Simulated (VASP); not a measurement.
# TiTe2 (P-3m1) in VASP: settings compared

Aim: see how the results for TiTe2 move with the level of theory and the settings. Levels: LDA, PBEsol0, PBE. Tasks: single point, atomic charges, electron localisation function.

Everything below comes from runs of VASP 6.6.1. Logs are shortened: lines on timing, memory, paths and dates and some standing lists are left out, and cuts for length are marked.

## Step 1: The structure

The structure is trigonal, space group P-3m1 (No. 164). Conventional cell: a = 3.777 Å, b = 3.777 Å, c = 6.498 Å, α = 90.00°, β = 90.00°, γ = 120.00°. Around Te (site symmetry 3m) lie 3 Ti at 2.77 Å. Ti (site symmetry -3m) has 6 Te at 2.77 Å as nearest neighbours.

## Step 2: Single point, LDA

The input, INCAR:

```
  PREC = Accurate
  ENCUT = 500
  EDIFF = 1E-6
  ISMEAR = 0
  SIGMA = 0.05
  LREAL = F
  LASPH = T
  NELM = 80
  ALGO = Normal
  ISIF = 2
  LWAVE = F
  LCHARG = F
  GGA = CA
```

The input, KPOINTS:

```
Automatic mesh
0
Gamma
  8 8 4
```

The input, POSCAR:

```
TiTe2
1.0
    3.7770000000      0.0000000000      0.0000000000
   -1.8885000000      3.2709779501      0.0000000000
    0.0000000000      0.0000000000      6.4980000000
Te Ti
2 1
Direct
    0.3333333333      0.6666666667      0.7372000000
    0.6666666667      0.3333333333      0.2628000000
    0.0000000000      0.0000000000      0.0000000000
```

Potentials or basis: VASP PAW LDA potentials, release 64 (Te, Ti).

Launch:

```
$ cat potpaw_LDA.64/Te/POTCAR potpaw_LDA.64/Ti/POTCAR > POTCAR
$ mpirun -np 1 vasp_std > vasp.out
```

OUTCAR:

```text
PREC = Accurate
   ENCUT = 500
   EDIFF = 1E-6
   ISMEAR = 0
   LREAL = F
   LASPH = T
   NELM = 80
   ISIF = 2
   GGA = CA

 ion  position               nearest neighbor table
   1  0.333  0.667  0.737-   3 2.77   3 2.77   3 2.77
   2  0.667  0.333  0.263-   3 2.77   3 2.77   3 2.77
   3  0.000  0.000  0.000-   1 2.77   2 2.77   2 2.77   1 2.77   2 2.77   1 2.77

  LATTYP: Found a hexagonal cell.
 ALAT       =     3.7770000000
 C/A-ratio  =     1.7204130262

  Lattice vectors:

 A1 = (   3.7770000000,   0.0000000000,   0.0000000000)
 A2 = (  -1.8885000000,   3.2709779501,   0.0000000000)
 A3 = (   0.0000000000,   0.0000000000,   6.4980000000)

Analysis of symmetry for initial positions (statically):
=====================================================================
 Subroutine PRICEL returns:
 Original cell was already a primitive cell.

 Routine SETGRP: Setting up the symmetry group for a
 hexagonal supercell.

 Subroutine GETGRP returns: Found 12 space group operations
 (whereof 12 operations were pure point group operations)
 out of a pool of 24 trial point group operations.

The static configuration has the point symmetry D_3d.

Analysis of symmetry for dynamics (positions and initial velocities):
=====================================================================
 Subroutine PRICEL returns:
 Original cell was already a primitive cell.

 Routine SETGRP: Setting up the symmetry group for a
 hexagonal supercell.

 Subroutine GETGRP returns: Found 12 space group operations
 (whereof 12 operations were pure point group operations)
 out of a pool of 24 trial point group operations.

The dynamic configuration has the point symmetry D_3d.

 Subroutine INISYM returns: Found 12 space group operations
 (whereof 12 operations are pure point group operations),
 and found     1 'primitive' translations

----------------------------------------------------------------------------------------

                                     Primitive cell

  volume of cell :      80.2794

  direct lattice vectors                    reciprocal lattice vectors
     3.777000000  0.000000000  0.000000000     0.264760392  0.152859484  0.000000000
    -1.888500000  3.270977950  0.000000000     0.000000000  0.305718967  0.000000000
     0.000000000  0.000000000  6.498000000     0.000000000  0.000000000  0.153893506

  length of vectors
     3.777000000  3.777000000  6.498000000     0.305718967  0.305718967  0.153893506
[... 88 lines left out ...]
   NFREE  =      0    steps in history (QN), initial steepest desc. (CG)
   ISIF   =      2    stress and relaxation
   ISYM   =      2    0-nonsym 1-usesym 2-fastsym
   POTIM  = 0.5000    time-step for ionic-motion
   TEBEG  =    0.0;   TEEND  =   0.0 temperature during run
   PSTRESS=    0.0 pullay stress
   NELECT =      16.0000    total number of electrons
   NUPDOWN=      -1.0000    fix difference up-down
   EMIN   =  10.00;   EMAX   =-10.00  energy-range for DOS
   EFERMI =   0.00;   METHOD = LEGACY
   ISMEAR =     0;   SIGMA  =   0.05  broadening in eV -4-tet -1-fermi 0-gaus
   EFERMI_NEDOS =   21; number of points for ismear=-14 and -15
   IALGO  =     38    algorithm
   IMIX   =      4    mixing-type and parameters
     AMIX     =   0.40;   BMIX     =  1.00
     AMIX_MAG =   1.60;   BMIX_MAG =  1.00
  volume/ion in A,a.u.               =      26.76       180.58
  Fermi-wavevector in a.u.,A,eV,Ry     =   0.956269  1.807086 12.441852  0.914450
  Thomas-Fermi vector in A             =   2.085182
   LORBIT       =      0    0 simple, 1 ext, 2 COOP (PROOUT), +10 PAW based schemes
   GGA     = CA    functional components
   LHFCALC =     F    Hartree Fock is set to
   AEXX    =    0.0000 exact exchange contribution
   IVDW    =     0    specifies the selected vdW correction
   LEPSILON=     F    determine dielectric tensor
   LRPA    =     F    only Hartree local field effects (RPA)
 non-spin polarized calculation
 Gauss-broadening in eV      SIGMA  =   0.05
  energy-cutoff  :      500.00
  volume of cell :       80.28
 maximum number of plane-waves:      2064
   NGX = 13   NGY = 13   NGZ = 23

 number of electron      16.0000000 magnetization

 Free energy of the ion-electron system (eV)
  ---------------------------------------------------
  ext. energy  EPLUGINS =         0.00000000
  ---------------------------------------------------
  free energy    TOTEN  =       -18.22242858 eV

  energy without entropy =      -18.22018328  energy(sigma->0) =      -18.22130593

 E-fermi :   5.4593     XC(G=0):  -9.9782

 val. band max:        5.4380672704   @ k =   0.1250   0.0000   0.0000
 cond. band min:       5.4596329003   @ k =   0.1250   0.0000   0.2500
 fundamental gap:      0.0215656300
 Fermi energy:         5.4593207385

 k-point     1 :       0.0000    0.0000    0.0000
  band No.  band energies     occupation
      1      -6.8914      2.00000
      2      -5.4112      2.00000
      3       0.3200      2.00000
      4       3.8470      2.00000
      5       3.8470      2.00000
      6       5.7904      0.00000
      7       5.8510      0.00000
      8       5.8510      0.00000
      9       6.1251      0.00000
     10       6.6087      0.00000
     11       6.6087      0.00000
     12       8.5429      0.00000
[... 331 lines left out ...]
 k-point    24 :       0.2500    0.2500    0.2500
  band No.  band energies     occupation
      1      -5.2384      2.00000
      2      -4.8907      2.00000
      3       1.4087      2.00000
      4       1.5116      2.00000
      5       2.6724      2.00000
      6       3.1069      2.00000
      7       3.2557      2.00000
      8       3.9911      2.00000
      9       6.1932      0.00000
     10       6.6408      0.00000
     11       6.7408      0.00000
     12       7.5558      0.00000

 [... further k-points ...]
[... 5 lines left out ...]
  --------------------------------------------------------------------------------------
  -------------------------------------------------------------------------------------
  Total       -2.2758518     -2.2758518     -2.1658501      0.0000000      0.0000000      0.0000000
  in kB      -45.4203264    -45.4203264    -43.2249670      0.0000000      0.0000000      0.0000000
  external PRESSURE =     -44.6885399 kB  Pullay stress =       0.0000000 kB

 VOLUME and BASIS-vectors are now :
 -----------------------------------------------------------------------------
  energy-cutoff  :      500.00
  volume of cell :       80.28
      direct lattice vectors                 reciprocal lattice vectors
     3.777000000  0.000000000  0.000000000     0.264760392  0.152859484  0.000000000
    -1.888500000  3.270977950  0.000000000     0.000000000  0.305718967  0.000000000
     0.000000000  0.000000000  6.498000000     0.000000000  0.000000000  0.153893506

 POSITION                                       TOTAL-FORCE (eV/Angst)
 -----------------------------------------------------------------------------------
     -0.00000      2.18065      4.79033         0.000000      0.000000      0.337476
      1.88850      1.09033      1.70767        -0.000000     -0.000000     -0.337476
      0.00000      0.00000      0.00000        -0.000000      0.000000      0.000000
 -----------------------------------------------------------------------------------
    total drift:                                0.000000     -0.000000      0.000000

  FREE ENERGIE OF THE ION-ELECTRON SYSTEM (eV)
  ---------------------------------------------------
  free  energy   TOTEN  =       -18.2224285774 eV

  energy  without entropy=      -18.2201832813  energy(sigma->0) =      -18.22130593
```

OSZICAR:

```text
N       E                     dE             d eps       ncg     rms          rms(c)
DAV:   1     0.825598651578E+02    0.82560E+02   -0.58660E+03   840   0.108E+03
DAV:   2    -0.920143207559E+01   -0.91761E+02   -0.86717E+02   896   0.190E+02
DAV:   3    -0.202097586306E+02   -0.11008E+02   -0.98544E+01  1220   0.652E+01
DAV:   4    -0.205289457717E+02   -0.31919E+00   -0.31768E+00  1000   0.120E+01
DAV:   5    -0.205367229522E+02   -0.77772E-02   -0.77750E-02  1100   0.228E+00    0.136E+01
DAV:   6    -0.206108609308E+02   -0.74138E-01   -0.20220E+01  1176   0.383E+01    0.127E+01
DAV:   7    -0.186542677465E+02    0.19566E+01   -0.17567E+01  1244   0.479E+01    0.682E+00
DAV:   8    -0.182792849895E+02    0.37498E+00   -0.11327E+00  1156   0.908E+00    0.270E+00
DAV:   9    -0.182302855356E+02    0.48999E-01   -0.29654E-01  1244   0.540E+00    0.139E+00
DAV:  10    -0.182300191490E+02    0.26639E-03   -0.99116E-02  1228   0.336E+00    0.840E-01
DAV:  11    -0.182233219047E+02    0.66972E-02   -0.10534E-02  1248   0.117E+00    0.486E-01
DAV:  12    -0.182229335597E+02    0.38835E-03   -0.36699E-04  1304   0.153E-01    0.327E-01
DAV:  13    -0.182224333849E+02    0.50017E-03   -0.11716E-03  1244   0.350E-01    0.581E-02
DAV:  14    -0.182224286381E+02    0.47467E-05   -0.46897E-05  1000   0.492E-02    0.241E-02
DAV:  15    -0.182224285774E+02    0.60719E-07   -0.58485E-07   660   0.673E-03
   1 F= -.18222429E+02 E0= -.18221306E+02  d E =-.224530E-02
```

Run time: 13 s. Hardware: 1 thread of Intel Xeon 6975P-C (Granite Rapids), shared host; peak memory 0.17 GiB.

What came out:

- Free energy: -18.2224 eV
- Pressure: -4.5 GPa
- Largest force: 0.337 eV/Å
- Band gap on the k mesh: none (metal or under the smearing width)

Forces on the atoms (eV/Å):
```
Te   0.000  0.000  0.337
Te   0.000  0.000 -0.337
Ti   0.000  0.000  0.000
```

## Step 3: Single point, LDA

The input, run.py:

```python
from ase.calculators.vasp import Vasp
from ase.dft.bandgap import bandgap
from ase.io import read

atoms = read('TiTe2.xyz')
calc = Vasp(
    directory='calc',
    xc='lda',
    pp='LDA',
    setups='minimal',
    prec='Accurate',
    encut=500,
    ediff=1e-06,
    ismear=0,
    sigma=0.05,
    lreal=False,
    lasph=True,
    nelm=60,
    algo='Normal',
    isif=2,
    lwave=False,
    lcharg=False,
    kpts=[8, 8, 4],
    gamma=True,
)
atoms.calc = calc

print('energy (eV):', atoms.get_potential_energy())
print('free energy (eV):', atoms.get_potential_energy(force_consistent=True))
print('forces (eV/A):')
print(atoms.get_forces())
print('stress (eV/A^3, Voigt):', atoms.get_stress())
print('Fermi level (eV):', calc.get_fermi_level())
gap, top, bottom = bandgap(calc)
print('band gap (eV):', gap, 'from (spin, k, band)', top, 'to', bottom)
```

The input, TiTe2.xyz:

```xyz
3
Lattice="3.7770000000 0.0000000000 0.0000000000 -1.8885000000 3.2709779501 0.0000000000 0.0000000000 0.0000000000 6.4980000000" Properties=species:S:1:pos:R:3 pbc="T T T"
Te    -0.0000000002      2.1806519668      4.7903256000
Te     1.8885000002      1.0903259833      1.7076744000
Ti     0.0000000000      0.0000000000      0.0000000000
```

Potentials or basis: VASP PAW LDA potentials, release 64 (Te, Ti).

Launch:

```
$ python run.py
```

Run time: 15 s. Hardware: 1 thread of Intel Xeon 6975P-C (Granite Rapids), shared host; peak memory 0.17 GiB.

Results (log left out):

| Quantity | Value |
| --- | --- |
| Free energy | -18.2224 eV |
| Pressure | -4.5 GPa |
| Largest force | 0.337 eV/Å |
| Band gap on the k mesh | none (metal or under the smearing width) |

Forces on the atoms (eV/Å):
```
Te   0.000  0.000  0.337
Te   0.000  0.000 -0.337
Ti   0.000  0.000  0.000
```

Stress tensor (GPa, compression positive):
```
-4.54  0.00  0.00
 0.00 -4.54  0.00
 0.00  0.00 -4.32
```

Levels at points of the mesh, in eV from the Fermi level:
```csv
k point,band 6,band 7,band 8,band 9,band 10,band 11
"(0.00, 0.00, 0.00)",0.33,0.39,0.39,0.67,1.15,1.15
"(0.50, 0.00, 0.00)",-2.33,-1.68,-1.05,0.04,1.11,1.43
"(0.00, 0.00, 0.50)",-1.54,0.38,0.38,0.83,0.83,1.01
"(0.50, 0.00, 0.50)",-1.95,-0.88,-0.52,-0.26,1.11,1.41
```

The run has no spin-orbit coupling, so splittings on Te are missing.

## Step 4: Single point, PBEsol0

Changes to run.py since step 3:

```diff
@@ -4,16 +4,15 @@
 
-atoms = read('TiTe2.xyz')
+atoms = read('POSCAR')
 calc = Vasp(
     directory='calc',
-    xc='lda',
-    pp='LDA',
-    setups='minimal',
+    pp='PBE',
+    setups='recommended',
     prec='Accurate',
-    encut=500,
+    encut=520,
     ediff=1e-06,
-    ismear=0,
-    sigma=0.05,
+    ismear=-1,
+    sigma=0.1,
     lreal=False,
     lasph=True,
-    nelm=60,
+    nelm=100,
     algo='Normal',
@@ -22,3 +21,8 @@
     lcharg=False,
-    kpts=[8, 8, 4],
+    gga='PS',
+    lhfcalc=True,
+    aexx=0.25,
+    precfock='Normal',
+    hfrcut=-1,
+    kpts=[5, 5, 3],
     gamma=True,
```

POSCAR is that of step 2.

Potentials or basis: VASP PAW PBE potentials, release 64 (Te, Ti_sv).

Launch:

```
$ python run.py
```

Run time: 23 min. Hardware: 1 thread of Intel Xeon 6975P-C (Granite Rapids), shared host; peak memory 0.22 GiB.

The run converged. Its results:

| Quantity | Value |
| --- | --- |
| Free energy | -22.7509 eV |
| Pressure | -3.0 GPa |
| Largest force | 0.442 eV/Å |
| Band gap on the k mesh | none (metal or under the smearing width) |

Forces in eV/Å, atoms in the order of the input:
```
Te   0.000  0.000  0.442
Te   0.000  0.000 -0.442
Ti   0.000  0.000  0.000
```

Stress tensor (GPa, compression positive):
```
-3.16  0.00  0.00
 0.00 -3.16  0.00
 0.00  0.00 -2.73
```

Levels at points of the mesh, in eV from the Fermi level:
| k point | band 8 | band 9 | band 10 | band 11 | band 12 | band 13 | band 14 | band 15 | band 16 |
| --- | --- | --- | --- | --- | --- | --- | --- | --- | --- |
| (0.00, 0.00, 0.00) | -2.83 | -2.83 | 0.36 | 0.78 | 0.78 | 0.87 | 1.11 | 1.11 | 3.62 |

Caveat: the k mesh is coarse (spacing up to 0.38 Å⁻¹), so the values aren't converged, least of all with exact exchange; the PAW data sets were made with another functional, which shifts forces and pressure a little.

## Step 5: Atomic charges, PBE

The input, INCAR:

```
PREC     = Accurate       # precision mode
ENCUT    = 520            # plane-wave cutoff, eV
EDIFF    = 1E-6           # SCF threshold, eV
ISMEAR   = 0              # smearing method
SIGMA    = 0.02           # smearing width, eV
LREAL    = False          # projectors in reciprocal space
LASPH    = True           # aspherical terms in the spheres
NELM     = 80             # most SCF steps
ALGO     = Normal         # electronic algorithm
ISIF     = 2              # what is computed and relaxed
LWAVE    = False          # write WAVECAR
LCHARG   = True           # write CHGCAR
GGA      = PE             # functional
LORBIT   = 10             # projections on sites
LELF     = True           # ELF
LVHAR    = True
```

The input, KPOINTS:

```
regular mesh
0
Gamma
  8 8 4
```

POSCAR is that of step 4.

Launch:

```
$ cat potpaw_PBE.64/Te/POTCAR potpaw_PBE.64/Ti_sv/POTCAR > POTCAR
$ mpirun -np 1 vasp_std > vasp.out
```

Run time: 32 s. Hardware: 1 thread of AMD EPYC 9R45 (Zen 5), shared host; peak memory 0.18 GiB.

It converged, with:

```yaml
Free_energy: -16.2092 eV
Pressure: 0.9 GPa
Largest_force: 0.019 eV/Å
Band_gap_on_the_k_mesh: none (metal or under the smearing width)
Valence_electrons_inside_the_program's_atomic_spheres: Te 3.42; Ti 10.16
```

Forces on the atoms (eV/Å):
```
Te   0.000  0.000 -0.019
Te   0.000  0.000  0.019
Ti   0.000  0.000  0.000
```

Stress tensor (GPa, compression positive):
```
0.69 0.00 0.00
0.00 0.69 0.00
0.00 0.00 1.25
```

Levels at points of the mesh, in eV from the Fermi level:
| k point | band 8 | band 9 | band 10 | band 11 | band 12 | band 13 | band 14 | band 15 | band 16 |
| --- | --- | --- | --- | --- | --- | --- | --- | --- | --- |
| (0.00, 0.00, 0.00) | -1.64 | -1.64 | 0.38 | 0.43 | 0.43 | 0.62 | 1.11 | 1.11 | 3.09 |
| (0.50, 0.00, 0.00) | -3.65 | -2.67 | -2.36 | -1.72 | -1.10 | 0.06 | 1.18 | 1.51 | 2.44 |
| (0.00, 0.00, 0.50) | -2.60 | -1.57 | -1.57 | 0.42 | 0.42 | 0.79 | 0.79 | 1.06 | 3.52 |
| (0.50, 0.00, 0.50) | -4.50 | -2.37 | -1.99 | -0.94 | -0.57 | -0.23 | 1.18 | 1.49 | 2.64 |

Caveat: this functional lacks dispersion, which binds the layers, so the pressure and a relaxed spacing across them are unreliable.

(Continued in part 2 of 2.)
